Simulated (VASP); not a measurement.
Set up this calculation in VASP 6.6.1, as the native input.

* Task: single point
* Functional: PBE
* Dispersion: D3(BJ)
* Potentials or basis: VASP PAW PBE potentials, release 64 (B, N)
* Cutoff: 520 eV
* k mesh: 12 × 12 × 4
* Occupations: gaussian, width 0.01 eV
* Spin: no spin polarisation
* Dipole correction: no
* Further INCAR settings: ALGO = Fast; EDIFF = 1e-07; NBANDS = 16

The structure of BN lies in POSCAR:

```
BN
1.0
    2.5008332569      0.0000000000      0.0000000000
   -1.2504166284      2.1657851311      0.0000000000
    0.0000000000      0.0000000000      6.2259822198
B N
2 2
Direct
    0.3333333333      0.6666666667      0.2500000000
    0.6666666667      0.3333333333      0.7500000000
    0.3333333333      0.6666666667      0.7500000000
    0.6666666667      0.3333333333      0.2500000000
```

These files were run (other wordings do the same):

INCAR

```
SYSTEM = BN
ALGO = Fast
EDIFF = 1E-7
ENCUT = 520
GGA = PE
ISIF = 2
ISMEAR = 0
IVDW = 12
LASPH = .TRUE.
LCHARG = .TRUE.
LELF = .TRUE.
LREAL = .FALSE.
LVHAR = .TRUE.
LWAVE = .FALSE.
NBANDS = 16
NELM = 100
PREC = Accurate
SIGMA = 0.01
```

KPOINTS

```
k-points
0
G
  12 12 4
  0 0 0
```

Potentials or basis: VASP PAW PBE potentials, release 64 (B, N).

Run with:

```console
$ cat potpaw_PBE.64/B/POTCAR potpaw_PBE.64/N/POTCAR > POTCAR
$ mpirun -np 1 vasp_std > vasp.out
```

It gave:

| Property | Result |
| --- | --- |
| Pressure | 2.6 GPa |
| Band gap on the k mesh | 4.14 eV, indirect (least direct gap 4.48 eV) |
| Dispersion energy per atom | -0.153 eV |

Run time: 19 s on 1 thread of Intel(R) Xeon(R) 6975P-C (Granite Rapids), with other jobs on the host, peak memory 0.16 GiB.
